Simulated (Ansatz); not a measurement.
# C (P6_3/mmc) in Ansatz: further runs

The runs below take C through band structure, with revPBE, LDA, PBEsol, RPBE.

The COD entry that gives the cell may itself be a prediction, so a difference from it is no test against experiment.

All numbers are computed with Ansatz 0.2.0; they aren't measurements. Logs are shortened: lines on timing, memory, paths and dates and some standing lists are left out, and cuts for length are marked.

**1. The structure**

It takes space group P6_3/mmc (No. 194, hexagonal). Conventional cell: a = 2.522 Å, b = 2.522 Å, c = 12.356 Å, α = 90.00°, β = 90.00°, γ = 120.00°. Around C (site symmetry 3m) lie 4 C at 1.54 Å. C (site symmetry 3m) has 4 C at 1.54 Å as nearest neighbours. C (site symmetry 3m) is surrounded by 4 C at 1.54 Å.

This is a hexagonal form of diamond, not graphite.

**2. Band structure, revPBE**

File input.yaml:

```yaml
crystal:
  lattice:
    - [2.5221, 0.0, 0.0]
    - [-1.26105, 2.1842026709, 0.0]
    - [0.0, 0.0, 12.3557]
  atoms:
    - { symbol: C, position: [0.6666666667, 0.3333333333, 0.35417] }
    - { symbol: C, position: [0.3333333333, 0.6666666667, 0.85417] }
    - { symbol: C, position: [0.6666666667, 0.3333333333, 0.14583] }
    - { symbol: C, position: [0.3333333333, 0.6666666667, 0.64583] }
    - { symbol: C, position: [0.6666666667, 0.3333333333, 0.47917] }
    - { symbol: C, position: [0.3333333333, 0.6666666667, 0.97917] }
    - { symbol: C, position: [0.6666666667, 0.3333333333, 0.02083] }
    - { symbol: C, position: [0.3333333333, 0.6666666667, 0.52083] }
    - { symbol: C, position: [0.0, 0.0, 0.8125] }
    - { symbol: C, position: [0.0, 0.0, 0.3125] }
    - { symbol: C, position: [0.0, 0.0, 0.6875] }
    - { symbol: C, position: [0.0, 0.0, 0.1875] }
hamiltonian:
  xc: revpbe
  pseudopotentials: { kind: paw }
kpoints:
  mp_grid: { grid: [12, 12, 3] }
  band_path:
    path:
      - [[0.0, 0.0, 0.0], [0.5, 0.0, 0.0], [0.3333333333, 0.3333333333, 0.0], [0.0, 0.0, 0.0], [0.0, 0.0, 0.5], [0.5, 0.0, 0.5], [0.3333333333, 0.3333333333, 0.5], [0.0, 0.0, 0.5]]
      - [[0.5, 0.0, 0.5], [0.5, 0.0, 0.0]]
      - [[0.3333333333, 0.3333333333, 0.0], [0.3333333333, 0.3333333333, 0.5]]
    npoints: 10
scf:
  occupations: { method: fermi_dirac, width: 0.05 }
  n_extra_bands: 30
output:
  forces: true
  stress: true
  eigenvalues: true
  fatbands: false
  write_density: true
  write_potential: true
  elf: true
  volumetric_format: npy
```

Potentials or basis: Ansatz PAW.

Run with:

```bash
> ansatz run input.yaml --threads 4 --pin off --max-ram 11264MiB --backend cpu --events-out ev --progress --plain --runs-dir out
```

The program printed:

```text
Warning: RAYON_NUM_THREADS=4 ignored (pool sized by the plan → 4); use --threads N
scf.n_extra_bands = 30 over 24 filled bands (N_el = 48.0): the run solves 54 bands
Engine: ansatz 0.2.0, x86_64-unknown-linux-gnu
Pseudopotentials: kind: paw
Pseudopotential: C, paw, valence charge 4, recommended cutoff 420 eV (normal), C.paw.azcp
Functional definition: revPBE
  parameter kappa = 1.245
  parameter beta = 0.06672455060314922
  exchange = pbe_x(kappa = kappa, mu = beta*pi^2/3)
  correlation = pbe_c(beta = beta)
Crystal: 12 atoms, lattice volume = 68.065 Å³
Basis set: ecut = 420 eV, 1355 PW (Γ), exchange–correlation on 36×36×180 points (8 copies of the dense FFT grid, shifted against one another)
Bands: 54, of which v1, the nominal top of the filled ones, is band 24 counted from 1 (23 counted from 0)
Symmetry: 24 space group operations
Space group: P63/mmc (ITA 194), of the structure as read, at distance tolerance 4.1e-5 Å
k-points: 38 of 432
Non-local potential: C, projectors of the file, l = 0: 2, l = 1: 2, l = 2: 1
PAW form: soft (Blöchl's): semilocal exchange-correlation on the pseudo side does not see the compensation charge
PAW frozen core: C, regenerated for the run's functional, and the local potential with it (the file was generated under x = pbe(κ = 0.804, μ = 0.2195149727645171), c = pbe(β = 0.06672455060314922))
PAW one-centre angular grid: C, 110 points (default); XC on 64 Gauss nodes
Initial density: superposition of atomic densities (neutral atoms: chi_scale 0, normalization atom), corrected by the library's trained network
Initial wavefunctions: pseudopotential atomic-orbital guess
Functional: x = revpbe(κ = 1.245, μ = 0.2195149727645171), c = pbe(β = 0.06672455060314922)
SCF iter   1: F=—  HF=-3020.394237 eV  |F-HF|=—  |Δ(HF+E_count)|=         —  Δρ=4.37e-3  dr2=5.61e-3  ethr=1.77e-3  ⟨swp⟩=5.4  Hψ=9020  notcnv=0  defer=117
preconditioner: auto → none  [insulator: Δε(μ)=4.382 eV  Ē_g=21.571 eV  σ=0.050 eV  W_gap=1.00  n_scr=10 (ndim 8)  ℏωp=31.2 eV  f_vac=0.000  D(μ)=0.00/eV (n_scr^D=0)  ε∞_Penn≈3.1]
SCF iter   2: F=—  HF=-3020.393630 eV  |F-HF|=—  |Δ(HF+E_count)|=   6.07e-4  Δρ=2.00e-3  dr2=7.96e-4  ethr=1.17e-5  ⟨swp⟩=2.1  Hψ=3161  notcnv=0  defer=570
SCF iter   3: F=—  HF=-3020.393986 eV  |F-HF|=—  |Δ(HF+E_count)|=   3.56e-4  Δρ=3.94e-4  dr2=4.47e-5  ethr=1.66e-6  ⟨swp⟩=2.5  Hψ=2045  notcnv=0  defer=570
SCF iter   4: F=—  HF=-3020.393990 eV  |F-HF|=—  |Δ(HF+E_count)|=   4.03e-6  Δρ=5.95e-5  dr2=1.15e-6  ethr=9.31e-8  ⟨swp⟩=2.3  Hψ=1852  notcnv=0  defer=570
iter 5 did not close the SCF: its close was put off for the readings that it lacked (scf_convergence_deferred on its scf_iter line)
SCF iter   5: F=-3020.393991 eV  HF=-3020.393991 eV  |F-HF|=9.77e-9  |Δ(HF+E_count)|=   9.17e-7  Δρ=4.52e-6  dr2=6.72e-9  ethr=2.39e-9  ⟨swp⟩=2.0  Hψ=2014  notcnv=0  defer=570
SCF iter   6: F=-3020.393991 eV  HF=-3020.393991 eV  |F-HF|=1.89e-10  |Δ(HF+E_count)|=   1.14e-8  Δρ=5.18e-7  dr2=6.02e-11  ethr=1.40e-11  ⟨swp⟩=12.4  Hψ=13559  notcnv=0
SCF 1 converged in 6 iterations: F = -3020.393991 eV  dr2 = 6.02e-11
NSCF: frozen V_eff on 93 k-points
SCF converged after 6 iterations
Free energy (F): -3020.393991 eV
Harris-Foulkes:  -3020.393991 eV  (|F-HF|=1.89e-10)
Internal energy: -3020.393991 eV  (E = F + TS)
E sigma→0 (E₀):  -3020.393991 eV
Fermi energy:    15.651890 eV
--- Per-component energies (eV) ---
  E_band       = 211.208825
  E_kinetic    = 1106.429631
  E_local      = -729.798126  (includes V_loc(G=0)·N_el)
  E_nonlocal   = 314.433373
  E_hartree    = 161.211471
  E_xc         = -585.516745
  E_vxc        = -726.460599  (∫ρ·V_xc dr)
  E_paw        = -1200.291248  (= ΣΔE_a)
  E_vpaw       = -75.818456  (= ΣTr[D̂ρ^β])
  E_aug_tail   = 0.000102  (compensation charges beyond the density's cutoff)
  E_ewald      = -2086.722438
  E_core_change = -0.140010  (= ΣΔE_core)
  E_smearing   = -0.000000  (= −TS)
  E_closure    = 0.000000  (closes the sum)
  Σ components = -3020.393991   (vs F -3020.393991, Δ=0.00e0)
--- Forces (eV/Å), atoms counted from 1 ---
  atom   1  C      0.00000000    -0.00000000     0.30882556
  atom   2  C      0.00000000     0.00000000     0.30882556
  atom   3  C      0.00000000    -0.00000000    -0.30882556
  atom   4  C      0.00000000     0.00000000    -0.30882556
  atom   5  C      0.00000000     0.00000000    -0.02672455
  atom   6  C      0.00000000    -0.00000000    -0.02672455
  atom   7  C      0.00000000     0.00000000     0.02672455
  atom   8  C     -0.00000000    -0.00000000     0.02672455
  atom   9  C      0.00000000    -0.00000000     0.32983756
  atom  10  C      0.00000000     0.00000000     0.32983756
  atom  11  C     -0.00000000    -0.00000000    -0.32983756
  atom  12  C     -0.00000000     0.00000000    -0.32983756
  max |Σ_I F_I| component: 2.22e-16 eV/Å
--- Stress (GPa, compression-positive) ---
        3.997276       0.000000       0.000000
        0.000000       3.997276       0.000000
        0.000000       0.000000      12.141153
  P = ⅓ Tr σ = 6.7119 GPa (67.119 kbar)
--- Band table (eV; the first three rows and the last of 38) ---
  k-point 0: bands = ["-8.1388", "-7.3932", "-7.3478", "-5.1277", "-5.1049", "-2.3498", "-0.0051", "3.9953", "4.0385", "9.6130", "9.6885", "10.5283", "10.5283", "10.9786", "10.9786", "11.1352", "11.1352", "12.3683", "12.3683", "12.5119", "12.5119", "13.3516", "13.5024", "13.5024", "18.8122", "18.8122", "19.1790", "19.8884", "19.8884", "20.3989", "20.3989", "20.4682", "21.0203", "21.3872", "21.4477", "21.4477", "21.9390", "22.0296", "22.1839", "22.1839", "22.3268", "22.3268", "26.8318", "27.3264", "27.7385", "28.6518", "29.9638", "30.2799", "32.0184", "32.1667", "33.4311", "33.8044", "34.8172", "34.8172"]
  k-point 1: bands = ["-8.0532", "-7.7969", "-6.7773", "-6.0230", "-4.0807", "-2.9996", "0.7868", "2.2901", "5.8616", "7.7634", "10.5871", "10.5871", "10.7598", "10.7598", "11.4023", "11.4544", "11.4544", "11.9181", "11.9181", "12.7822", "12.9528", "12.9528", "13.3468", "13.3468", "18.9990", "18.9990", "19.4672", "19.4672", "19.4888", "20.0943", "20.8082", "20.8082", "21.1941", "21.2595", "21.2595", "21.3439", "21.9615", "22.0072", "22.2323", "22.2323", "22.3002", "22.3002", "26.9048", "27.1147", "28.0383", "28.4534", "30.0610", "30.2154", "32.0655", "32.1404", "33.5162", "33.7007", "34.8747", "35.0178"]
  k-point 2: bands = ["-7.9680", "-7.2239", "-7.1780", "-4.9633", "-4.9398", "-2.1977", "0.1514", "4.1160", "4.1602", "9.5971", "9.6627", "9.6762", "10.1474", "10.1704", "10.3054", "10.6512", "10.7711", "11.6078", "11.7767", "12.1104", "12.2160", "12.7886", "13.0843", "13.2417", "18.9048", "19.2055", "19.4485", "19.8123", "20.2504", "20.3359", "20.7676", "20.9209", "21.3877", "21.5616", "21.9264", "21.9735", "22.0629", "22.4970", "22.5908", "22.6218", "22.7973", "23.0522", "26.9496", "27.0025", "27.6676", "28.0904", "29.5179", "30.1618", "31.9270", "32.0913", "33.3095", "33.9508", "34.0087", "34.0450"]
  k-point 37: bands = ["-0.9269", "-0.9269", "-0.7045", "-0.6423", "-0.4053", "-0.4053", "1.6036", "1.6036", "1.8103", "2.1713", "2.6065", "2.6065", "3.9836", "3.9836", "4.4104", "5.1342", "5.3901", "5.3901", "7.5744", "7.5744", "7.8512", "8.4433", "8.7862", "8.7862", "19.3029", "19.3029", "20.1662", "21.2135", "21.9613", "21.9613", "24.5893", "24.7006", "24.7006", "25.8393", "25.8393", "25.8837", "26.4075", "26.4075", "26.9951", "27.0913", "27.3400", "27.3400", "27.5742", "27.7462", "27.7462", "27.9887", "28.9578", "28.9578", "29.7523", "29.7523", "30.8715", "31.4276", "32.9213", "32.9213"]
```

bands.tsv:

```text
[... 115 lines left out ...]
```

Run time: 4.3 s. Hardware: 4 threads of Intel Xeon at 2.70GHz, shared host; peak memory 0.52 GiB.

Results:

- Free energy: -3020.3940 eV
- Pressure: 6.7 GPa
- Largest force: 0.330 eV/Å
- Band gap on the k mesh: 4.38 eV, indirect (least direct gap 5.31 eV)
- Band gap along the path: 4.36 eV, indirect (least direct gap 5.31 eV)

Forces in eV/Å, atoms in the order of the input:
```
C    0.000  0.000  0.309
C    0.000  0.000  0.309
C    0.000  0.000 -0.309
C    0.000  0.000 -0.309
C    0.000  0.000 -0.027
C    0.000  0.000 -0.027
C    0.000  0.000  0.027
C    0.000  0.000  0.027
C    0.000  0.000  0.330
C    0.000  0.000  0.330
C    0.000  0.000 -0.330
C    0.000  0.000 -0.330
```

Levels at the corners of the path, in eV from the valence-band top:
```tsv
point	band 21	band 22	band 23	band 24	band 25	band 26	band 27	band 28
Γ	-0.99	-0.15	0.00	0.00	5.31	5.31	5.68	6.39
M	-4.07	-4.07	-3.65	-2.90	4.53	5.10	5.27	5.63
K	-6.05	-4.81	-4.56	-4.56	5.63	5.63	6.27	8.74
Γ	-0.99	-0.15	0.00	0.00	5.31	5.31	5.68	6.39
A	-0.33	-0.33	-0.33	-0.33	5.71	5.71	5.71	5.71
L	-3.78	-3.78	-3.25	-3.25	4.70	4.70	5.89	5.89
H	-5.33	-5.33	-4.78	-4.78	5.87	5.87	7.13	7.13
A	-0.33	-0.33	-0.33	-0.33	5.71	5.71	5.71	5.71
L	-3.78	-3.78	-3.25	-3.25	4.70	4.70	5.89	5.89
M	-4.07	-4.07	-3.65	-2.90	4.53	5.10	5.27	5.63
K	-6.05	-4.81	-4.56	-4.56	5.63	5.63	6.27	8.74
H	-5.33	-5.33	-4.78	-4.78	5.87	5.87	7.13	7.13
```

Caveat: the pressure holds a Pulay correction of +0.9 GPa for the finite cutoff; the PAW data sets come from PBE, with cores solved anew for the run's functional, which leaves a small shift of forces and pressure. As with any semilocal functional, this revPBE gap is likely too small.

**3. Band structure, LDA**

Edit input.yaml of step 2 so:

```diff
@@ -19,3 +19,3 @@
 hamiltonian:
-  xc: revpbe
+  xc: lda
   pseudopotentials: { kind: paw }
@@ -36,6 +36,2 @@
   eigenvalues: true
-  fatbands: false
-  write_density: true
-  write_potential: true
-  elf: true
-  volumetric_format: npy
+  fatbands: true
```

Potentials or basis: Ansatz PAW.

Run with:

```bash
> ansatz run input.yaml --threads 4 --pin off --max-ram 11264MiB --backend cpu --events-out ev --progress --plain --runs-dir out
```

The program printed:

```text
Warning: RAYON_NUM_THREADS=4 ignored (pool sized by the plan → 4); use --threads N
scf.n_extra_bands = 30 over 24 filled bands (N_el = 48.0): the run solves 54 bands
[... 3 set-up lines as earlier in the session ...]
Functional definition: SPW92
  exchange = slater_x
  correlation = pw_c
Crystal: 12 atoms, lattice volume = 68.065 Å³
Basis set: ecut = 420 eV, 1355 PW (Γ)
Bands: 54, of which v1, the nominal top of the filled ones, is band 24 counted from 1 (23 counted from 0)
[... 2 set-up lines as earlier in the session ...]
k-points: 38 of 432
[... 6 set-up lines as earlier in the session ...]
Functional: x = slater, c = lda
SCF iter   1: F=—  HF=-2915.748727 eV  |F-HF|=—  |Δ(HF+E_count)|=         —  Δρ=7.49e-3  dr2=1.55e-2  ethr=1.77e-3  ⟨swp⟩=5.5  Hψ=9124  notcnv=0  defer=92
preconditioner: auto → none  [insulator: Δε(μ)=4.354 eV  Ē_g=21.326 eV  σ=0.050 eV  W_gap=1.00  n_scr=10 (ndim 8)  ℏωp=31.2 eV  f_vac=0.000  D(μ)=0.00/eV (n_scr^D=0)  ε∞_Penn≈3.1]
SCF iter   2: F=—  HF=-2915.744115 eV  |F-HF|=—  |Δ(HF+E_count)|=   4.61e-3  Δρ=3.53e-3  dr2=3.15e-3  ethr=3.23e-5  ⟨swp⟩=1.2  Hψ=2463  notcnv=0  defer=483
SCF iter   3: F=—  HF=-2915.743181 eV  |F-HF|=—  |Δ(HF+E_count)|=   9.34e-4  Δρ=3.44e-4  dr2=1.10e-4  ethr=6.56e-6  ⟨swp⟩=1.0  Hψ=1157  notcnv=0  defer=483
SCF iter   4: F=—  HF=-2915.743147 eV  |F-HF|=—  |Δ(HF+E_count)|=   3.36e-5  Δρ=6.13e-5  dr2=1.02e-6  ethr=2.29e-7  ⟨swp⟩=2.0  Hψ=1902  notcnv=0  defer=483
SCF iter   5: F=—  HF=-2915.743148 eV  |F-HF|=—  |Δ(HF+E_count)|=   7.05e-7  Δρ=8.70e-6  dr2=2.76e-8  ethr=2.12e-9  ⟨swp⟩=2.0  Hψ=2038  notcnv=0  defer=483
SCF iter   6: F=-2915.743148 eV  HF=-2915.743148 eV  |F-HF|=3.07e-10  |Δ(HF+E_count)|=   5.70e-9  Δρ=1.57e-6  dr2=7.77e-10  ethr=5.74e-11  ⟨swp⟩=8.5  Hψ=10422  notcnv=0
SCF 1 converged in 6 iterations: F = -2915.743148 eV  dr2 = 7.77e-10
NSCF: frozen V_eff on 93 k-points
SCF converged after 6 iterations
Free energy (F): -2915.743148 eV
Harris-Foulkes:  -2915.743148 eV  (|F-HF|=3.07e-10)
Internal energy: -2915.743148 eV  (E = F + TS)
E sigma→0 (E₀):  -2915.743148 eV
Fermi energy:    15.286867 eV
--- Per-component energies (eV) ---
  E_band       = 199.275956
  E_kinetic    = 1106.550390
  E_local      = -747.885453  (includes V_loc(G=0)·N_el)
  E_nonlocal   = 332.356974
  E_hartree    = 160.250587
  E_xc         = -580.067753
  E_vxc        = -722.037597  (∫ρ·V_xc dr)
  E_paw        = -1100.979571  (= ΣΔE_a)
  E_vpaw       = -90.209555  (= ΣTr[D̂ρ^β])
  E_aug_tail   = 0.000126  (compensation charges beyond the density's cutoff)
  E_ewald      = -2086.722438
  E_core_change = 0.753990  (= ΣΔE_core)
  E_smearing   = -0.000000  (= −TS)
  E_closure    = -0.000000  (closes the sum)
  Σ components = -2915.743148   (vs F -2915.743148, Δ=0.00e0)
--- Forces (eV/Å), atoms counted from 1 ---
  atom   1  C      0.00000000    -0.00000000     0.31341930
  atom   2  C      0.00000000     0.00000000     0.31341930
  atom   3  C      0.00000000    -0.00000000    -0.31341930
  atom   4  C      0.00000000     0.00000000    -0.31341930
  atom   5  C     -0.00000000     0.00000000    -0.02734351
  atom   6  C     -0.00000000    -0.00000000    -0.02734351
  atom   7  C      0.00000000     0.00000000     0.02734351
  atom   8  C      0.00000000    -0.00000000     0.02734351
  atom   9  C      0.00000000    -0.00000000     0.33708256
  atom  10  C      0.00000000     0.00000000     0.33708256
  atom  11  C      0.00000000    -0.00000000    -0.33708256
  atom  12  C     -0.00000000     0.00000000    -0.33708256
  max |Σ_I F_I| component: 1.67e-16 eV/Å
--- Stress (GPa, compression-positive) ---
      -15.515523       0.000000       0.000000
        0.000000     -15.515523       0.000000
        0.000000       0.000000      -7.220013
  P = ⅓ Tr σ = -12.7504 GPa (-127.504 kbar)
--- Band table (eV; the first three rows and the last of 38) ---
  k-point 0: bands = ["-8.2742", "-7.5295", "-7.4849", "-5.2631", "-5.2403", "-2.4108", "-0.3192", "3.7423", "3.7849", "9.3164", "9.3928", "10.1966", "10.1966", "10.6441", "10.6441", "10.7995", "10.7995", "12.0255", "12.0255", "12.1671", "12.1671", "13.0010", "13.1526", "13.1526", "18.4032", "18.4032", "18.7654", "19.4677", "19.4677", "19.9776", "19.9776", "20.1043", "20.6346", "21.0113", "21.0113", "21.1648", "21.7470", "21.7470", "21.7785", "21.8035", "21.8865", "21.8865", "26.7312", "27.0738", "27.4640", "28.0598", "29.4884", "29.6695", "31.2271", "31.3482", "32.6972", "33.0443", "34.0427", "34.2821"]
  k-point 1: bands = ["-8.1888", "-7.9329", "-6.9145", "-6.1602", "-4.2091", "-3.1046", "0.5151", "2.0372", "5.5991", "7.4862", "10.2551", "10.2551", "10.4266", "10.4266", "11.0839", "11.1169", "11.1169", "11.5777", "11.5777", "12.4420", "12.6062", "12.6062", "12.9978", "12.9978", "18.5886", "18.5886", "19.0523", "19.0523", "19.0752", "19.6943", "20.3811", "20.3811", "20.8262", "20.8262", "20.8729", "21.0931", "21.7840", "21.7942", "21.7942", "21.7967", "21.8605", "21.8605", "26.7854", "26.9367", "27.6582", "27.9357", "29.5380", "29.6288", "31.2660", "31.3271", "32.7761", "32.9482", "34.0852", "34.2043"]
  k-point 2: bands = ["-8.1037", "-7.3604", "-7.3153", "-5.0988", "-5.0754", "-2.2605", "-0.1602", "3.8642", "3.9080", "9.3038", "9.3487", "9.3844", "9.8153", "9.8530", "9.9857", "10.3171", "10.4355", "11.2813", "11.4466", "11.7689", "11.8728", "12.4592", "12.7357", "12.8940", "18.4989", "18.7938", "19.0345", "19.3982", "19.8382", "19.9114", "20.3427", "20.5282", "20.9718", "21.1591", "21.5281", "21.6200", "21.7066", "22.0750", "22.1792", "22.3814", "22.4723", "22.6020", "26.7201", "26.7955", "27.3813", "27.5446", "29.0833", "29.5782", "31.1754", "31.2996", "32.6117", "33.2727", "33.3739", "33.5632"]
  k-point 37: bands = ["-1.0238", "-1.0238", "-0.7969", "-0.7256", "-0.4876", "-0.4876", "1.3983", "1.3983", "1.5733", "1.9676", "2.3459", "2.3459", "3.7122", "3.7122", "4.0804", "4.8361", "5.0526", "5.0526", "7.2459", "7.2459", "7.5112", "8.1098", "8.4566", "8.4566", "18.7846", "18.7846", "19.7444", "20.7643", "21.6083", "21.6083", "24.1336", "24.2593", "24.2593", "25.3824", "25.4090", "25.4090", "25.9091", "25.9091", "26.5309", "26.6396", "26.8820", "26.8820", "27.1107", "27.2367", "27.2367", "27.5357", "28.4995", "28.4995", "29.0843", "29.0843", "30.2294", "30.7721", "32.3035", "32.3035"]
```

Wall time 5.6 s (4 threads of Intel Xeon at 2.70GHz, shared host); peak memory 0.46 GiB.

What came out:

```
Free energy             : -2915.7431 eV
Pressure                : -12.8 GPa
Largest force           : 0.337 eV/Å
Band gap on the k mesh  : 4.36 eV, indirect (least direct gap 5.25 eV)
Band gap along the path : 4.34 eV, indirect (least direct gap 5.25 eV)
```

Forces in eV/Å, atoms in the order of the input:
```
C    0.000  0.000  0.313
C    0.000  0.000  0.313
C    0.000  0.000 -0.313
C    0.000  0.000 -0.313
C    0.000  0.000 -0.027
C    0.000  0.000 -0.027
C    0.000  0.000  0.027
C    0.000  0.000  0.027
C    0.000  0.000  0.337
C    0.000  0.000  0.337
C    0.000  0.000 -0.337
C    0.000  0.000 -0.337
```

Levels at the corners of the path, in eV from the valence-band top:
| point | band 20 | band 21 | band 22 | band 23 | band 24 | band 25 | band 26 | band 27 | band 28 | band 29 |
| --- | --- | --- | --- | --- | --- | --- | --- | --- | --- | --- |
| Γ | -0.99 | -0.99 | -0.15 | 0.00 | 0.00 | 5.25 | 5.25 | 5.61 | 6.32 | 6.32 |
| M | -4.29 | -4.06 | -4.05 | -3.63 | -2.88 | 4.49 | 5.05 | 5.21 | 5.56 | 6.79 |
| K | -6.25 | -6.05 | -4.79 | -4.54 | -4.54 | 5.48 | 5.48 | 6.20 | 8.58 | 9.59 |
| Γ | -0.99 | -0.99 | -0.15 | 0.00 | 0.00 | 5.25 | 5.25 | 5.61 | 6.32 | 6.32 |
| A | -1.32 | -0.33 | -0.33 | -0.33 | -0.33 | 5.64 | 5.64 | 5.64 | 5.64 | 6.22 |
| L | -4.97 | -3.75 | -3.75 | -3.23 | -3.23 | 4.65 | 4.65 | 5.85 | 5.85 | 5.95 |
| H | -5.79 | -5.32 | -5.32 | -4.76 | -4.76 | 5.69 | 5.69 | 7.04 | 7.04 | 8.27 |
| A | -1.32 | -0.33 | -0.33 | -0.33 | -0.33 | 5.64 | 5.64 | 5.64 | 5.64 | 6.22 |
| L | -4.97 | -3.75 | -3.75 | -3.23 | -3.23 | 4.65 | 4.65 | 5.85 | 5.85 | 5.95 |
| M | -4.29 | -4.06 | -4.05 | -3.63 | -2.88 | 4.49 | 5.05 | 5.21 | 5.56 | 6.79 |
| K | -6.25 | -6.05 | -4.79 | -4.54 | -4.54 | 5.48 | 5.48 | 6.20 | 8.58 | 9.59 |
| H | -5.79 | -5.32 | -5.32 | -4.76 | -4.76 | 5.69 | 5.69 | 7.04 | 7.04 | 8.27 |

Caveat: the pressure holds a Pulay correction of +1.3 GPa for the finite cutoff; the PAW data sets come from PBE, with cores solved anew for the run's functional, which leaves a small shift of forces and pressure. Expect the measured gap to be larger: semilocal functionals such as LDA lack the derivative discontinuity.

(Part 1 of 2 ends here.)
